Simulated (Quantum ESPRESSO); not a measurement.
# 2H-MoS2, 1 layer: a series in biaxial strain, part 3 of 8

Aim: how the results for 2H-MoS2, 1 layer change with biaxial strain.

Quantum ESPRESSO 7.5; plane-wave DFT, PBE, GBRV ultrasoft pseudopotentials.

So far. Step 2 (Relaxing cell and ions of the reference):  The last row is no step: it is a fresh SCF in the final cell with a new plane-wave basis, -0 meV from the row before. Step 3 (Relaxing the ions, -4 %): The relaxation lowers the energy by 13 meV an atom.

### 4. Self-consistent run, -4 %

The self-consistent run of this member.

File m0.scf.in:

```
&control
  prefix = 'm0.scf'
  outdir = './out'
  pseudo_dir = './pseudo'
  calculation = 'scf'
  tprnfor = .true.
/
&system
  ibrav = 0
  nat = 3
  ntyp = 2
  ecutwfc = 40
  ecutrho = 200
  occupations = 'smearing'
  smearing = 'fd'
  degauss = 0.002
  nbnd = 17
/
&electrons
  conv_thr = 1e-09
  mixing_beta = 0.4
  electron_maxstep = 120
  mixing_mode = 'plain'
/
ATOMIC_SPECIES
  S   32.0600  s_pbe_v1.4.uspp.F.UPF
  Mo  95.9500  mo_pbe_v1.uspp.F.UPF
CELL_PARAMETERS angstrom
  3.05571195936000 0.00000000000000 0.00000000000000
  -1.52785598016000 2.64632418336000 0.00000000000000
  0.00000000000000 0.00000000000000 18.26259773800000
ATOMIC_POSITIONS crystal
  S   0.333333333300 0.666666666700 0.412007689100
  Mo  0.000000000000 0.000000000000 0.500000000000
  S   0.333333333300 0.666666666700 0.587992310900
K_POINTS automatic
  12 12 1 0 0 0
```

The run is started by

```
> OMP_NUM_THREADS=1 mpirun -n 4 pw.x -nk 4 -in m0.scf.in > m0.scf.out
```

Log:

```text
[banner, memory and clock lines left out]
Program PWSCF v.7.5 starts
[citation notice left out]

[...]
Message from routine setup:
[...]
bravais-lattice index     =            0
     lattice parameter (alat)  =       5.7745  a.u.
     unit-cell volume          =     996.5856 (a.u.)^3
     number of atoms/cell      =            3
     number of atomic types    =            2
     number of electrons       =        26.00
     number of Kohn-Sham states=           17
     kinetic-energy cutoff     =      40.0000  Ry
     charge density cutoff     =     200.0000  Ry
     scf convergence threshold =      1.0E-09
     mixing beta               =       0.4000
     number of iterations used =            8  plain     mixing
     Exchange-correlation= SLA  PW   PBE  PBE
                           (   1   4   3   4   0   0   0)

[...]
PseudoPot. # 1 for S  read from file:
     ./pseudo/s_pbe_v1.4.uspp.F.UPF
     Pseudo is Ultrasoft + core correction, Zval =  6.0
     Generated by new atomic code, or converted to UPF format
     Using radial grid of  907 points,  6 beta functions with:
                l(1) =   0
                l(2) =   0
                l(3) =   1
                l(4) =   1
                l(5) =   2
                l(6) =   2
     Q(r) pseudized with  8 coefficients,  rinner =    1.300   1.300   1.300
                                                       1.300   1.300

     PseudoPot. # 2 for Mo read from file:
     ./pseudo/mo_pbe_v1.uspp.F.UPF
     Pseudo is Ultrasoft + core correction, Zval = 14.0
     Generated by new atomic code, or converted to UPF format
     Using radial grid of  889 points,  6 beta functions with:
                l(1) =   0
                l(2) =   0
                l(3) =   1
                l(4) =   1
                l(5) =   2
                l(6) =   2
     Q(r) pseudized with  6 coefficients,  rinner =    1.000   1.000   1.000
                                                       1.000   1.000

     atomic species   valence    mass     pseudopotential
     S                 6.00    32.06000     S ( 1.00)
     Mo               14.00    95.95000     Mo( 1.00)

     12 Sym. Ops. (no inversion) found

[...]
number of k points=    19  Fermi-Dirac smearing, width (Ry)=  0.0020
[...]
Dense  grid:    47453 G-vectors     FFT dimensions: (  25,  25, 160)

     Smooth grid:    34081 G-vectors     FFT dimensions: (  24,  24, 144)

     Initial potential from superposition of free atoms

     starting charge      25.9989, renormalised to      26.0000

     negative rho (up, down):  2.263E-03 0.000E+00
     Starting wfcs are   21 randomized atomic wfcs

     per-process dynamical memory:    64.6 Mb

     Self-consistent Calculation

     iteration #  1     ecut=    40.00 Ry     beta= 0.40
     Davidson diagonalization with overlap
     ethr =  1.00E-02,  avg # of iterations =  2.2

     Threshold (ethr) on eigenvalues was too large:
     Diagonalizing with lowered threshold

     Davidson diagonalization with overlap
     ethr =  5.10E-04,  avg # of iterations =  2.0

     negative rho (up, down):  2.317E-03 0.000E+00

     total energy              =    -187.67806381 Ry
     estimated scf accuracy    <       0.16467994 Ry

     iteration #  2     ecut=    40.00 Ry     beta= 0.40
[...]
negative rho (up, down):  2.285E-03 0.000E+00

[...]
total energy              =    -187.68920138 Ry
     estimated scf accuracy    <       0.19441969 Ry

     iteration #  3     ecut=    40.00 Ry     beta= 0.40
[...]
negative rho (up, down):  2.299E-03 0.000E+00

[...]
total energy              =    -187.71893931 Ry
     estimated scf accuracy    <       0.01066166 Ry

     iteration #  4     ecut=    40.00 Ry     beta= 0.40
[...]
negative rho (up, down):  2.306E-03 0.000E+00

[...]
total energy              =    -187.71998719 Ry
     estimated scf accuracy    <       0.00123024 Ry

     iteration #  5     ecut=    40.00 Ry     beta= 0.40
[...]
negative rho (up, down):  2.302E-03 0.000E+00

[...]
total energy              =    -187.72016687 Ry
     estimated scf accuracy    <       0.00016075 Ry

     iteration #  6     ecut=    40.00 Ry     beta= 0.40
[...]
negative rho (up, down):  2.297E-03 0.000E+00

[...]
total energy              =    -187.72020090 Ry
     estimated scf accuracy    <       0.00000465 Ry

     iteration #  7     ecut=    40.00 Ry     beta= 0.40
[...]
negative rho (up, down):  2.298E-03 0.000E+00

[...]
total energy              =    -187.72020384 Ry
     estimated scf accuracy    <       0.00000615 Ry

     iteration #  8     ecut=    40.00 Ry     beta= 0.40
[...]
negative rho (up, down):  2.297E-03 0.000E+00

[...]
total energy              =    -187.72020464 Ry
     estimated scf accuracy    <       0.00000022 Ry

     iteration #  9     ecut=    40.00 Ry     beta= 0.40
[...]
negative rho (up, down):  2.298E-03 0.000E+00

[...]
total energy              =    -187.72020474 Ry
     estimated scf accuracy    <       0.00000012 Ry

     iteration # 10     ecut=    40.00 Ry     beta= 0.40
[...]
negative rho (up, down):  2.298E-03 0.000E+00

[...]
total energy              =    -187.72020473 Ry
     estimated scf accuracy    <       0.00000005 Ry

     iteration # 11     ecut=    40.00 Ry     beta= 0.40
[...]
negative rho (up, down):  2.298E-03 0.000E+00

[...]
End of self-consistent calculation

          k = 0.0000 0.0000 0.0000 (  4263 PWs)   bands (ev):

   -60.7409 -34.9589 -34.5825 -34.5825 -14.4172 -13.1704  -5.8964  -2.3047
    -2.3047  -2.2025  -1.1149  -1.1149  -0.4676   3.1377   3.1377   3.2750
     3.2750

          k = 0.0000 0.0962 0.0000 (  4226 PWs)   bands (ev):

   -60.7367 -34.9514 -34.6205 -34.5911 -14.2972 -13.1146  -5.7568  -2.5713
    -2.5042  -2.1790  -1.3060  -1.0185  -0.4738   2.9003   2.9733   3.1428
     3.3257

[...]
the Fermi energy is     1.0249 ev

!    total energy              =    -187.72020474 Ry
     estimated scf accuracy    <          4.4E-10 Ry
     smearing contrib. (-TS)   =      -0.00000000 Ry
     internal energy E=F+TS    =    -187.72020474 Ry

     The total energy is F=E-TS. E is the sum of the following terms:
     one-electron contribution =   -1037.45400193 Ry
     hartree contribution      =     520.11968997 Ry
     xc contribution           =     -36.40049737 Ry
     ewald contribution        =     366.01460459 Ry

     convergence has been achieved in  11 iterations

     negative rho (up, down):  2.298E-03 0.000E+00

     Forces acting on atoms (cartesian axes, Ry/au):

     atom    1 type  1   force =     0.00000000   -0.00000000   -0.00015103
     atom    2 type  2   force =     0.00000000    0.00000000    0.00000000
     atom    3 type  1   force =    -0.00000000   -0.00000000    0.00015103

     Total force =     0.000214     Total SCF correction =     0.000049
     SCF correction compared to forces is large: reduce conv_thr to get better values

[...]
```

It took 10 s on 4 MPI ranks of Arm Neoverse V1, shared host; peak memory 0.42 GiB.

This step gave:

* free energy: -2554.0635 eV
* Fermi energy: 1.025 eV
* valence top, on the run's zero: 0.07012 eV
* conduction bottom, on the run's zero: 1.788 eV
* gap by band count: 1.718 eV

### 5. Electrostatic potential, -4 %

plot_num = 11 writes the bare and Hartree potential, from which vacuum levels or, in a crystal, the mean potential are read.

File m0.pot.in:

```
&inputpp
  prefix = 'm0.scf'
  outdir = './out'
  filplot = 'm0.pot.dat'
  plot_num = 11
/
```

The run is started by

```
> OMP_NUM_THREADS=1 mpirun -n 4 pp.x -in m0.pot.in > m0.pot.out
```

Log:

```text
[banner, memory and clock lines left out]
Program POST-PROC v.7.5 starts

          URL

     ./out/m0.scf.save/

     IMPORTANT: XC functional enforced from input :
     Exchange-correlation= PBE
                           (   1   4   3   4   0   0   0)
     Any further DFT definition will be discarded
     Please, verify this is what you really want

     negative rho (up, down):  2.298E-03 0.000E+00

     Calling punch_plot, plot_num =  11
     Writing data to file  m0.pot.dat
     Message from routine chdens:
     namelist plot not found or invalid, exiting
```

Wall time 0.91 s (4 MPI ranks); peak memory 0.09 GiB.

Numbers from this step:

| Quantity | Value |
| --- | --- |
| slope of the potential above | 6.47e-5 eV/Å |
| upper vacuum line continued to the top atoms, over the valence top | 5.770 eV |
| slope of the potential below | -4.53e-5 eV/Å |
| lower vacuum line continued to the bottom atoms, over the valence top | 5.770 eV |
| vacuum level at the upper face over the valence top of the mesh | 5.771 eV |
| vacuum level at the lower face over the valence top of the mesh | 5.771 eV |

Electrostatic potential energy of an electron; zero at the highest filled level of the SCF mesh. Table of potential energy, planar mean by z:

```csv
z (Å),"potential energy, planar mean (eV)"
0,5.77
1,5.77
2,5.77
3,5.77
4,5.77
5,5.75
6,5.32
7,-4.37
8,-8.32
9,-28.0
10,-5.91
11,-11.3
12,4.74
13,5.72
14,5.77
15,5.77
16,5.77
17,5.77
18,5.77
```

(Continued in part 4 of 8.)

[Logs are printed without paths, hosts, clocks, repeated set-up lines and the standing remarks that a program may print on its own settings, such as how far it seeks lower states.]

[Hosts, paths, dates, database ids (printed as entryN), source tags and the programs' standing remarks are cut or masked in the printed files.]

[Maps of the electrostatic potential energy from Ansatz leave out the sawtooth potential of an applied field or a dipole correction, so their vacuum need not be flat; planar profiles and work functions include it.]
